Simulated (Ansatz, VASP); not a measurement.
**PbS: VASP beside Ansatz**

```
Pb S
1.0
     2.96148   -2.96704    0.18161
     2.96148    2.96704    0.18161
    -0.36329    0.00000    5.92431
Pb S
2 2
Direct
  0.75000 0.75000 0.74995
  0.25000 0.25000 0.25005
  0.25000 0.25000 0.74985
  0.75000 0.75000 0.25015
```

Alike in both runs: functional PBE; dispersion D3(BJ); k mesh 8 × 8 × 6; occupations gaussian, width 0.02 eV; no spin polarisation.

Ansatz relaxed the structure, and its values are those at the end. VASP's run is a single point on that final structure, the one shown.

```csv
,VASP,Ansatz
version,VASP 6.6.1,Ansatz 0.2.0
potentials or method,"VASP PAW PBE potentials, release 64 (Pb_d, S)","scalar-relativistic, plane waves, PAW"
plane-wave cutoff (eV),520,420
valence electrons in the cell,40,40
```

Ansatz gave:

* gap on the k mesh at the Fermi level (eV): 0.36
* least direct gap on the mesh (eV): 0.36
* pressure (GPa): 0.0

Q: Which values does VASP return?

A: gap on the k mesh at the Fermi level (eV): 0.37; least direct gap on the mesh (eV): 0.37; pressure (GPa): -0.1.

With one functional, cell and mesh, what is left measures potentials, basis and numerics. Ansatz warned: «relaxed_geometry_near_dispersion_switch».

Caveats: spin-orbit coupling is left out, which as a rule narrows the gap of such compounds by several tenths of an eV. A k mesh can miss the band edges.
